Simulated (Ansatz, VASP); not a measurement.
# Two plane-wave programs on Fe

Contents of INCAR:

```
PREC = Accurate
ENCUT = 520
EDIFF = 1E-6
ISMEAR = -1
SIGMA = 0.1
LREAL = False
LASPH = True
NELM = 80
ALGO = Normal
ISIF = 2
LWAVE = False
LCHARG = True
GGA = B5
ALDAX = 1.0
AGGAX = 1.0
AGGAC = 1.0
ALDAC = 0.0
LELF = True
LVHAR = True
NBANDS = 15
```

KPOINTS

```
regular mesh
0
Gamma
  12 12 12
```

Contents of POSCAR:

```
Fe
1.0
    0.0000000000      2.4039699735      2.4039699735
    2.4039699735      0.0000000000      2.4039699735
    2.4039699735      2.4039699735      0.0000000000
Fe
2
Direct
    0.1250000000      0.1250000000      0.1250000000
    0.8750000000      0.8750000000      0.8750000000
```

Input for Ansatz:

```yaml
crystal:
  lattice:
    - [0.0, 2.4039699735, 2.4039699735]
    - [2.4039699735, 0.0, 2.4039699735]
    - [2.4039699735, 2.4039699735, 0.0]
  atoms:
    - { symbol: Fe, position: [0.125, 0.125, 0.125] }
    - { symbol: Fe, position: [0.875, 0.875, 0.875] }
hamiltonian:
  xc: blyp
  pseudopotentials:
    kind: paw
    azcp:
      Fe: "pseudopotentials/Fe.paw.azcp"
basis:
  ecutwfc: 420
  fft_grid_basis: typed
kpoints:
  mp_grid: { grid: [12, 12, 12], shift: [0, 0, 0] }
magnetization:
  spin_polarized: false
scf:
  occupations: { method: fermi_dirac, width: 0.1 }
  lower_state_search: "off"
output:
  stress: true
```

Alike in both runs: task single point; functional BLYP; k mesh 12 × 12 × 12; occupations fermi-dirac, width 0.1 eV; no spin polarisation.

|  | VASP | Ansatz |
| --- | --- | --- |
| version | VASP 6.6.1 | Ansatz 0.2.0 |
| potentials or method | VASP PAW PBE potentials, release 64 (Fe) | plane waves (420 eV) with PAW, scalar-relativistic |
| plane-wave cutoff (eV) | 520 | 420 |
| valence electrons in the cell | 16 | 32 |

|  | VASP | Ansatz | Ansatz less VASP |
| --- | --- | --- | --- |
| pressure (GPa) | 12.3 | 13.8 | +1.50 |

With one functional, cell and mesh, what is left measures potentials, basis and numerics. The two sets of potentials don't hold the same shells in valence.

Caveats: the PAW data sets were made with another functional, which shifts forces and pressure a little (VASP); the run has no spin polarisation, though such a crystal can be magnetic. Spin polarisation is off, so any magnetic state and its effect on volume and gap are missing.
